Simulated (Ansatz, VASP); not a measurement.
## BN: VASP beside Ansatz

```
B N
1.0
     1.35330    0.78133    3.42668
    -1.35330    0.78133    3.42668
     0.00000   -1.56266    3.42668
B N
1 1
Direct
  0.99970 0.99970 0.99970
  0.33274 0.33274 0.33274
```

Change from the starting cell: strain +0.080 along x and y, +0.040 along z, atoms carried along.

Alike in both runs: task single point; functional PBE; dispersion D3(BJ); k mesh 12 × 12 × 12; occupations gaussian, width 0.05 eV; no spin polarisation.

```csv
,VASP,Ansatz
version,VASP 6.6.1,Ansatz 0.2.0
potentials or method,"VASP PAW PBE potentials, release 64 (B, N)","scalar-relativistic, plane waves, PAW"
plane-wave cutoff (eV),520,420
valence electrons in the cell,8,8
```

Ansatz gave:

```
gap on the k mesh at the Fermi level (eV)       : 3.83
least direct gap on the mesh (eV)               : 4.10
pressure (GPa)                                  : -38.1
largest component of the traceless stress (GPa) : 37.55
```

What did VASP give for the same quantities?

gap on the k mesh at the Fermi level (eV): 3.83; least direct gap on the mesh (eV): 4.10; pressure (GPa): -38.1; largest component of the traceless stress (GPa): 37.46.

Caveats: the cell as given lies far from equilibrium; so large a pressure means that the cell lies far from this level's equilibrium, or that cutoff or potentials fall short (VASP). A k mesh can miss the band edges.
